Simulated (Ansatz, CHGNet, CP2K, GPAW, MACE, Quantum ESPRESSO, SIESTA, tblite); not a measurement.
**Other levels on twisted 2H-MoSe2/1T-TaS2 bilayer, 21.79° (42 atoms)**

The cell holds 42 atoms: 7 Mo, 14 Se, 7 Ta and 14 S. Cell: a = 8.797 Å, b = 8.797 Å, c = 21.570 Å, α = 90.0°, β = 90.0°, γ = 120.0°. 2H-MoSe2 (a = 3.29 Å) under 1T-TaS2 (a = 3.36 Å), bilayer, commensurate cell of 7 unit cells a layer, twist 21.79 deg, both strained to the mean lattice constant; facing planes 3.17 Å apart; 12 Å of vacuum; layers as built, displaced by a Gaussian of 0.01 Å. Then every atom was moved at random, 0.03 Å r.m.s. a Cartesian component. Regions: layer 1, 21 atoms (7 Mo and 14 Se); layer 2, 21 atoms (7 Ta and 14 S). Vacuum lies along c.

Geometry: as built.

The reference, a calculation:

- method: Kohn-Sham DFT, PBE, PAW, plane waves (Ansatz 0.2.0); cutoff 420 eV, Γ point, fermi-dirac smearing of 0.05 eV; PAW set soft_2
- r.m.s. force component: 0.4461 eV/Å
- longest force: 1.448 eV/Å
- SCF cycles: 26
- time: 13 s on 8 threads of Arm Neoverse V2, shared host
- CPU time: 93 s

Runs, in no order:
A. QE PBE, sssp-1.3.0-efficiency, 45/360 Ry, rmm-davidson: Kohn-Sham DFT, PBE, SSSP efficiency 1.3.0 pseudopotentials, plane waves
B. GPAW PBE, LCAO szp(dzp), h 0.2 Å: Kohn-Sham DFT, PBE, PAW, atomic orbitals (szp(dzp))
C. CP2K PBE, DZVP-UZH, 300/60 Ry, diagonalisation: Kohn-Sham DFT, PBE, GTH-PBE pseudopotentials, Gaussian and plane waves, DZVP-MOLOPT (UZH set), diagonalisation
D. CP2K PBE, TZV2P-UZH, 600/60 Ry, diagonalisation: Kohn-Sham DFT, PBE, GTH-PBE pseudopotentials, Gaussian and plane waves, TZV2P-MOLOPT (UZH set), diagonalisation
E. GPAW PBE, plane waves 450 eV: Kohn-Sham DFT, PBE, PAW, plane waves

**Question.** Rank the runs by how far their forces lie from the reference's, least first.

A, E, D, C, B.

```tsv
run	Δ force, r.m.s. (meV/Å)	share of r.m.s. force (%)	CPU time
A. QE PBE, sssp-1.3.0-efficiency, 45/360 Ry, rmm-davidson	2.60	0.582	14 min
E. GPAW PBE, plane waves 450 eV	14.8	3.31	4.5 min
D. CP2K PBE, TZV2P-UZH, 600/60 Ry, diagonalisation	61.6	13.8	16 min
C. CP2K PBE, DZVP-UZH, 300/60 Ry, diagonalisation	101	22.6	7 min
B. GPAW PBE, LCAO szp(dzp), h 0.2 Å	202	45.2	1.8 min
```

The electron count is odd in these runs, and they have no spin polarisation, so the unpaired electron is spread evenly over both spins. The electron count is odd and the run has no spin polarisation, so levels at the top are partly filled by construction. The electronic-structure runs sample only Γ, in a cell whose shortest periodic width is 8 Å, which is coarse for a cell with partly filled levels.

[Logs are printed without paths, hosts, clocks, repeated set-up lines and the standing remarks that a program may print on its own settings, such as how far it seeks lower states.]

[Hosts, paths, dates, database ids (printed as entryN), source tags and the programs' standing remarks are cut or masked in the printed files.]
